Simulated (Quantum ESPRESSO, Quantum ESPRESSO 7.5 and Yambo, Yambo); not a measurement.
## Quasiparticle gap of KF (Carobbiite) in Yambo

Wanted: ground state, empty states, screening and self-energy for KF (Carobbiite).

Method: PBE and many-body steps on it, plane waves, in Quantum ESPRESSO 7.5 and Yambo 5.3.0.

**1. Set-up**

The structure is cubic, space group Fm-3m (No. 225). The conventional cell has a = 5.344 Å, b = 5.344 Å, c = 5.344 Å, α = 90.00°, β = 90.00°, γ = 90.00°. Nearest to K lie 6 F at 2.67 Å. Nearest to F lie 6 K at 2.67 Å. Farther neighbours and most contacts between anions are not listed.

Structure file:

```cif
data_structure
_symmetry_space_group_name_H-M 'Fm-3m'
_symmetry_Int_Tables_number 225
_cell_length_a 5.3437
_cell_length_b 5.3437
_cell_length_c 5.3437
_cell_angle_alpha 90.000
_cell_angle_beta 90.000
_cell_angle_gamma 90.000
_cell_volume 152.59
loop_
_atom_site_label
_atom_site_type_symbol
_atom_site_symmetry_multiplicity
_atom_site_Wyckoff_symbol
_atom_site_fract_x
_atom_site_fract_y
_atom_site_fract_z
_atom_site_occupancy
K1 K 4 a 0.00000 0.00000 0.00000 1
F1 F 4 b 0.50000 0.00000 0.00000 1
```

The cell and positions come from the Crystallography Open Database and are kept as given unless a step says otherwise.

**2. Ground state**

This step: Quantum ESPRESSO 7.5; DFT, PBE, plane waves, norm-conserving pseudopotentials.

The ground-state density comes first.

File pw.in:

```
&control
  calculation = 'scf'
  prefix = 'x'
  outdir = 'o'
  pseudo_dir = 'pseudo'
/
&system
  ibrav = 0
  nat = 2
  ntyp = 2
  ecutwfc = 72.0
  nbnd = 13
  force_symmorphic = .true.
/
&electrons
  conv_thr = 1e-10
  electron_maxstep = 80
  mixing_beta = 0.5
/
ATOMIC_SPECIES
  K 39.098 K.upf
  F 18.998 F.upf
CELL_PARAMETERS angstrom
  -0.0000000000 2.6718500000 2.6718500000
  2.6718500000 -0.0000000000 2.6718500000
  2.6718500000 2.6718500000 0.0000000000
ATOMIC_POSITIONS crystal
  K 0.0000000000 0.0000000000 0.0000000000
  F 0.5000000000 0.5000000000 0.5000000000
K_POINTS automatic
  6 6 6 0 0 0
```

Launch:

```console
OMP_NUM_THREADS=1 mpirun -n 4 pw.x -nk 4 -in pw.in > pw.out
```

Output:

```text
Program PWSCF v.7.5 starts

     This program is part of the open-source Quantum ESPRESSO suite
     for quantum simulation of materials; please cite
         "P. Giannozzi et al., J. Phys.:Condens. Matter 21 395502 (2009);
         "P. Giannozzi et al., J. Phys.:Condens. Matter 29 465901 (2017);
         "P. Giannozzi et al., J. Chem. Phys. 152 154105 (2020);
     in publications or presentations arising from this work. More details at
     Message from routine setup:
     using ibrav=0 with symmetry is DISCOURAGED, use correct ibrav instead

     G-vector sticks info

     bravais-lattice index     =            0
     lattice parameter (alat)  =       7.1405  a.u.
     unit-cell volume          =     257.4322 (a.u.)^3
     number of atoms/cell      =            2
     number of atomic types    =            2
     number of electrons       =        16.00
     number of Kohn-Sham states=           13
     kinetic-energy cutoff     =      72.0000  Ry
     charge density cutoff     =     288.0000  Ry
     scf convergence threshold =      1.0E-10
     mixing beta               =       0.5000
     number of iterations used =            8  plain     mixing
     Exchange-correlation= PBE
                           (   1   4   3   4   0   0   0)

     celldm(1)=   7.140456  celldm(2)=   0.000000  celldm(3)=   0.000000
     celldm(4)=   0.000000  celldm(5)=   0.000000  celldm(6)=   0.000000

     crystal axes: (cart. coord. in units of alat)
               a(1) = (  -0.000000   0.707107   0.707107 )
               a(2) = (   0.707107  -0.000000   0.707107 )
               a(3) = (   0.707107   0.707107   0.000000 )

     reciprocal axes: (cart. coord. in units 2 pi/alat)
               b(1) = ( -0.707107  0.707107  0.707107 )
               b(2) = (  0.707107 -0.707107  0.707107 )
               b(3) = (  0.707107  0.707107 -0.707107 )
     Pseudo is Norm-conserving + core correction, Zval =  9.0
     Generated using ONCVPSP code by D. R. Hamann
     Using radial grid of 2222 points,  6 beta functions with:
     Pseudo is Norm-conserving + core correction, Zval =  7.0
     Generated using ONCVPSP code by D. R. Hamann
     Using radial grid of  832 points,  5 beta functions with:
     K                 9.00    39.09800     K ( 1.00)
     F                 7.00    18.99800     F ( 1.00)

     48 Sym. Ops., with inversion, found

   Cartesian axes

     site n.     atom                  positions (alat units)
         1        K      tau(   1) = (   0.0000000   0.0000000   0.0000000  )
         2        F      tau(   2) = (   0.7071068   0.7071068   0.7071068  )

     number of k points=    16
                       cart. coord. in units 2pi/alat
        k(    1) = (   0.0000000   0.0000000   0.0000000), wk =   0.0092593
        k(    2) = (   0.1178511   0.1178511  -0.1178511), wk =   0.0740741
        k(    3) = (   0.2357023   0.2357023  -0.2357023), wk =   0.0740741
        k(    4) = (  -0.3535534  -0.3535534   0.3535534), wk =   0.0370370
        k(    5) = (   0.2357023   0.0000000  -0.0000000), wk =   0.0555556
        k(    6) = (   0.3535534   0.1178511  -0.1178511), wk =   0.2222222
        k(    7) = (  -0.2357023  -0.4714045   0.4714045), wk =   0.2222222
        k(    8) = (  -0.1178511  -0.3535534   0.3535534), wk =   0.2222222
        k(    9) = (   0.0000000  -0.2357023   0.2357023), wk =   0.1111111
        k(   10) = (   0.4714045   0.0000000  -0.0000000), wk =   0.0555556
     [... 4 further rows ...]
        k(   15) = (  -0.1178511  -0.3535534   0.5892557), wk =   0.2222222
        k(   16) = (  -0.7071068   0.2357023   0.0000000), wk =   0.1111111

     Dense  grid:    21187 G-vectors     FFT dimensions: (  40,  40,  40)

     Initial potential from superposition of free atoms

     starting charge      15.9808, renormalised to      16.0000
     Starting wfcs are    9 randomized atomic wfcs +    4 random wfcs

     per-process dynamical memory:    18.9 Mb

     Self-consistent Calculation

     iteration #  1     ecut=    72.00 Ry     beta= 0.50

     total energy              =    -109.56124061 Ry
     estimated scf accuracy    <       0.27429892 Ry

     iteration #  2     ecut=    72.00 Ry     beta= 0.50

     total energy              =    -109.63747436 Ry
     estimated scf accuracy    <       0.06036261 Ry

     iteration #  3     ecut=    72.00 Ry     beta= 0.50

     total energy              =    -109.64786592 Ry
     estimated scf accuracy    <       0.00379029 Ry

     iteration #  4     ecut=    72.00 Ry     beta= 0.50

     total energy              =    -109.64818342 Ry
     estimated scf accuracy    <       0.00016829 Ry

     iteration #  5     ecut=    72.00 Ry     beta= 0.50

     total energy              =    -109.64822993 Ry
     estimated scf accuracy    <       0.00002292 Ry

     iteration #  6     ecut=    72.00 Ry     beta= 0.50

     total energy              =    -109.64823453 Ry
     estimated scf accuracy    <       0.00000945 Ry

     iteration #  7     ecut=    72.00 Ry     beta= 0.50

     total energy              =    -109.64823592 Ry
     estimated scf accuracy    <       0.00000002 Ry

     iteration #  8     ecut=    72.00 Ry     beta= 0.50

     total energy              =    -109.64823593 Ry
     estimated scf accuracy    <          4.7E-09 Ry

     iteration #  9     ecut=    72.00 Ry     beta= 0.50

     total energy              =    -109.64823593 Ry
     estimated scf accuracy    <          2.7E-10 Ry

     iteration # 10     ecut=    72.00 Ry     beta= 0.50

     End of self-consistent calculation

          k = 0.0000 0.0000 0.0000 (  2685 PWs)   bands (ev):

   -24.5780 -17.0623  -7.8279  -7.8279  -7.8279   1.5366   1.5366   1.5366
     7.7360  12.2308  12.2308  12.2308  13.8583

          k = 0.1179 0.1179-0.1179 (  2671 PWs)   bands (ev):

   -24.5547 -17.0838  -7.8973  -7.8372  -7.8372   1.3074   1.4475   1.4475
     8.4759  11.8529  12.5839  12.5839  14.1048

          k = 0.2357 0.2357-0.2357 (  2659 PWs)   bands (ev):

   -24.5076 -17.1276  -8.0340  -7.8555  -7.8555   0.9212   1.2754   1.2754
    10.0224  11.6413  13.2845  13.2845  14.8937

          k =-0.3536-0.3536 0.3536 (  2638 PWs)   bands (ev):

     [... further k-points ...]

     highest occupied, lowest unoccupied level (ev):     1.5366    7.7360

!    total energy              =    -109.64823593 Ry
     estimated scf accuracy    <          5.9E-12 Ry

     The total energy is the sum of the following terms:
     one-electron contribution =     -41.34050974 Ry
     hartree contribution      =      28.32769434 Ry
     xc contribution           =     -24.01420750 Ry
     ewald contribution        =     -72.62121304 Ry

     convergence has been achieved in  10 iterations

     XML data file, charge density, pseudopotentials, collected wavefunctions

=------------------------------------------------------------------------------=
   JOB DONE.
=------------------------------------------------------------------------------=
```

Wall time 2.9 s (4 MPI ranks of Arm Neoverse V2, shared host); peak memory 0.22 GiB.

Numbers from this step:

```yaml
total_energy: -1491.8402 eV
gap: 6.199 eV
k_of_the_valence_top: 0, 0, 0
k_of_the_conduction_bottom: 0, 0, 0
least_direct_gap: 6.199 eV
```

The gap is direct, at Γ.

**3. Bands along the symmetry lines**

The cheap functional maps the bands first; the places of the edges decide which points the dearer methods must see.

File pw.in:

```
&control
  calculation = 'bands'
  prefix = 'x'
  outdir = 'o'
  pseudo_dir = 'pseudo'
/
&system
  ibrav = 0
  nat = 2
  ntyp = 2
  ecutwfc = 72.0
  nbnd = 14
  force_symmorphic = .true.
/
&electrons
  conv_thr = 1e-9
  electron_maxstep = 80
  diago_full_acc = .true.
  diago_thr_init = 5e-6
/
ATOMIC_SPECIES
  K 39.098 K.upf
  F 18.998 F.upf
CELL_PARAMETERS angstrom
  -0.0000000000 2.6718500000 2.6718500000
  2.6718500000 -0.0000000000 2.6718500000
  2.6718500000 2.6718500000 0.0000000000
ATOMIC_POSITIONS crystal
  K 0.0000000000 0.0000000000 0.0000000000
  F 0.5000000000 0.5000000000 0.5000000000
K_POINTS crystal
  50
  0.00000000 0.00000000 0.00000000 1
  0.06250000 0.00000000 0.06250000 1
  0.12500000 0.00000000 0.12500000 1
  0.18750000 0.00000000 0.18750000 1
  0.25000000 0.00000000 0.25000000 1
  0.31250000 0.00000000 0.31250000 1
  0.37500000 0.00000000 0.37500000 1
  0.43750000 0.00000000 0.43750000 1
  0.50000000 0.00000000 0.50000000 1
  0.51562500 0.03125000 0.51562500 1
  0.53125000 0.06250000 0.53125000 1
  0.54687500 0.09375000 0.54687500 1
  0.56250000 0.12500000 0.56250000 1
  0.57812500 0.15625000 0.57812500 1
  0.59375000 0.18750000 0.59375000 1
  0.60937500 0.21875000 0.60937500 1
  0.62500000 0.25000000 0.62500000 1
  0.37500000 0.37500000 0.75000000 1
  0.32812500 0.32812500 0.65625000 1
  0.28125000 0.28125000 0.56250000 1
  0.23437500 0.23437500 0.46875000 1
  0.18750000 0.18750000 0.37500000 1
  0.14062500 0.14062500 0.28125000 1
  0.09375000 0.09375000 0.18750000 1
  0.04687500 0.04687500 0.09375000 1
  0.00000000 0.00000000 0.00000000 1
  0.06250000 0.06250000 0.06250000 1
  0.12500000 0.12500000 0.12500000 1
  0.18750000 0.18750000 0.18750000 1
  0.25000000 0.25000000 0.25000000 1
  0.31250000 0.31250000 0.31250000 1
  0.37500000 0.37500000 0.37500000 1
  0.43750000 0.43750000 0.43750000 1
  0.50000000 0.50000000 0.50000000 1
  0.50000000 0.46875000 0.53125000 1
  0.50000000 0.43750000 0.56250000 1
  0.50000000 0.40625000 0.59375000 1
  0.50000000 0.37500000 0.62500000 1
  0.50000000 0.34375000 0.65625000 1
  0.50000000 0.31250000 0.68750000 1
  0.50000000 0.28125000 0.71875000 1
  0.50000000 0.25000000 0.75000000 1
  0.50000000 0.21875000 0.71875000 1
  0.50000000 0.18750000 0.68750000 1
  0.50000000 0.15625000 0.65625000 1
  0.50000000 0.12500000 0.62500000 1
  0.50000000 0.09375000 0.59375000 1
  0.50000000 0.06250000 0.56250000 1
  0.50000000 0.03125000 0.53125000 1
  0.50000000 0.00000000 0.50000000 1
```

Output:

```text
[banner, memory and clock lines left out]
Program PWSCF v.7.5 starts

     Atomic positions and unit cell read from directory:
     o/x.save/

     Message from routine setup:
     using ibrav=0 with symmetry is DISCOURAGED, use correct ibrav instead

     G-vector sticks info

     bravais-lattice index     =            0
     lattice parameter (alat)  =       7.1405  a.u.
     unit-cell volume          =     257.4322 (a.u.)^3
     number of atoms/cell      =            2
     number of atomic types    =            2
     number of electrons       =        16.00
     number of Kohn-Sham states=           14
     kinetic-energy cutoff     =      72.0000  Ry
     charge density cutoff     =     288.0000  Ry
     Exchange-correlation= PBE
                           (   1   4   3   4   0   0   0)

     celldm(1)=   7.140456  celldm(2)=   0.000000  celldm(3)=   0.000000
     celldm(4)=   0.000000  celldm(5)=   0.000000  celldm(6)=   0.000000

     crystal axes: (cart. coord. in units of alat)
               a(1) = (  -0.000000   0.707107   0.707107 )
               a(2) = (   0.707107  -0.000000   0.707107 )
               a(3) = (   0.707107   0.707107   0.000000 )

     reciprocal axes: (cart. coord. in units 2 pi/alat)
               b(1) = ( -0.707107  0.707107  0.707107 )
               b(2) = (  0.707107 -0.707107  0.707107 )
               b(3) = (  0.707107  0.707107 -0.707107 )
     Pseudo is Norm-conserving + core correction, Zval =  9.0
     Generated using ONCVPSP code by D. R. Hamann
     Using radial grid of 2222 points,  6 beta functions with:
     Pseudo is Norm-conserving + core correction, Zval =  7.0
     Generated using ONCVPSP code by D. R. Hamann
     Using radial grid of  832 points,  5 beta functions with:
     K                 9.00    39.09800     K ( 1.00)
     F                 7.00    18.99800     F ( 1.00)

     48 Sym. Ops., with inversion, found

   Cartesian axes

     site n.     atom                  positions (alat units)
         1        K      tau(   1) = (   0.0000000   0.0000000   0.0000000  )
         2        F      tau(   2) = (   0.7071068   0.7071068   0.7071068  )

     number of k points=    50
                       cart. coord. in units 2pi/alat
        k(    1) = (   0.0000000   0.0000000   0.0000000), wk =   0.0400000
        k(    2) = (   0.0000000   0.0883883   0.0000000), wk =   0.0400000
        k(    3) = (   0.0000000   0.1767767   0.0000000), wk =   0.0400000
[...]
[... 38 further rows ...]
        k(   49) = (   0.0441942   0.7071068   0.0000000), wk =   0.0400000
        k(   50) = (   0.0000000   0.7071068   0.0000000), wk =   0.0400000

     Dense  grid:    21187 G-vectors     FFT dimensions: (  40,  40,  40)

     The potential is recalculated from file :
     o/x.save/charge-density

     Starting wfcs are    9 randomized atomic wfcs +    5 random wfcs

     Band Structure Calculation

     End of band structure calculation

          k = 0.0000 0.0000 0.0000 (  2685 PWs)   bands (ev):

   -24.5780 -17.0623  -7.8279  -7.8279  -7.8279   1.5366   1.5366   1.5366
     7.7360  12.2308  12.2308  12.2308  13.8583  13.8583

          k = 0.0000 0.0884 0.0000 (  2693 PWs)   bands (ev):

   -24.5733 -17.0665  -7.8359  -7.8359  -7.8306   1.4641   1.5313   1.5313
     7.8827  12.0766  12.3321  12.3321  13.8969  13.9085

          k = 0.0000 0.1768 0.0000 (  2689 PWs)   bands (ev):

   -24.5601 -17.0770  -7.8586  -7.8586  -7.8468   1.2960   1.5182   1.5182
     8.2836  11.6892  12.6257  12.6257  14.0092  14.0256

          k =-0.0000 0.2652 0.0000 (  2666 PWs)   bands (ev):

[...]
k = 0.0000 0.4419-0.0000 (  2650 PWs)   bands (ev):

[...]
k =-0.0000 0.5303 0.0000 (  2658 PWs)   bands (ev):

[...]
k = 0.0000 0.6187-0.0000 (  2650 PWs)   bands (ev):

[...]
k = 0.4640 0.4640-0.0000 (  2650 PWs)   bands (ev):

[...]
k = 0.3315 0.3315-0.0000 (  2650 PWs)   bands (ev):

[...]
k = 0.3094 0.7071-0.0000 (  2648 PWs)   bands (ev):

[...]
k = 0.2210 0.7071-0.0000 (  2654 PWs)   bands (ev):

[...]
k = 0.1768 0.7071-0.0000 (  2648 PWs)   bands (ev):

[...]
k = 0.0442 0.7071 0.0000 (  2660 PWs)   bands (ev):

   -24.4629 -17.0804  -8.3803  -8.0415  -8.0335   1.3295   1.4680   1.4786
     9.7987  11.8937  13.2933  15.0563  15.6248  15.6822

          k = 0.0000 0.7071 0.0000 (  2650 PWs)   bands (ev):

   -24.4630 -17.0794  -8.3835  -8.0381  -8.0381   1.3290   1.4816   1.4816
     9.7709  11.8646  13.3544  15.0554  15.6245  15.6246

     XML data file, pseudopotentials, collected wavefunctions
```

Run time: 3.1 s. Hardware: 4 MPI ranks; peak memory 0.2 GiB; 12 s of CPU time.

Numbers from this step:

```
gap                        : 6.199 eV
k of the valence top       : 0, 0, 0
k of the conduction bottom : 0, 0, 0
least direct gap           : 6.199 eV
```

The gap is 6.199 eV, as in the run before at this level.

The electronic bands at the labelled points (eV, zero at the top of the highest filled band; v1 is the highest filled band, c1 the lowest empty one):

```csv
point,v4,v3,v2,v1,c1,c2,c3,c4
Γ,-9.36,0.00,0.00,0.00,6.20,10.69,10.69,10.69
halfway,-9.47,-0.48,-0.05,-0.05,8.00,9.20,12.12,12.12
X,-9.57,-0.21,-0.06,-0.06,8.23,10.33,11.82,13.52
halfway,-9.56,-0.20,-0.14,-0.10,8.45,10.55,11.42,13.52
U,-9.51,-0.33,-0.19,-0.19,8.98,10.74,11.08,13.51
jump to K,-9.51,-0.33,-0.19,-0.19,8.98,10.74,11.08,13.51
halfway,-9.37,-0.54,-0.27,-0.08,8.24,9.85,11.63,11.72
Γ,-9.36,0.00,0.00,0.00,6.20,10.69,10.69,10.69
halfway,-9.38,-0.43,-0.18,-0.18,7.71,10.11,11.41,11.41
L,-9.40,-0.78,-0.34,-0.34,9.09,10.63,12.05,12.05
halfway,-9.44,-0.56,-0.28,-0.25,9.42,10.11,11.67,12.67
W,-9.45,-0.40,-0.16,-0.16,9.75,9.75,11.21,13.35
halfway,-9.51,-0.23,-0.20,-0.09,8.66,10.73,11.06,13.50
X,-9.57,-0.21,-0.06,-0.06,8.23,10.33,11.82,13.52
```

The electronic bands as a text plot (rows in eV, shown from -8.0 to 12.2 only):

```
   11.8 |    +++  ++++++   ++++++++         ++++++++++++       ++
   10.9 |++++          ++++      +++++++++++     +++    +++++++
   10.1 |  ++      ++++    ++++++++++    ++++++++   +++++++++  ++
    9.3 |    +++  +       ++++++                +++++++++  ++
    8.4 |     ++++++++++++      +            +++             ++++
    7.6 |    +                   ++         +
    6.7 | +++                      +++  ++++
    5.9 |+                            ++
    5.0 |
    4.2 |
    3.4 |
    2.5 |
    1.7 |
    0.8 |
    0.0 |********************************************************
   -0.8 |     ****         ******           *************
   -1.7 |
   -2.5 |
   -3.4 |
   -4.2 |
   -5.1 |
   -5.9 |
   -6.7 |
   -7.6 |
         Γ           X  U|K            Γ         L        W     X
```

[end of part 1 of 2]

[Paths, hosts, dates, memory and timing lines, banners, echoed tables and standing remarks are left out of the program output.]

[Logs are printed without paths, hosts, clocks, repeated set-up lines and the standing remarks that a program may print on its own settings, such as how far it seeks lower states.]

[Runs of the session that timed out or met a known fault of the program may be left out.]

[Hosts, paths, dates, database ids (printed as entryN), source tags and the programs' standing remarks are cut or masked in the printed files.]
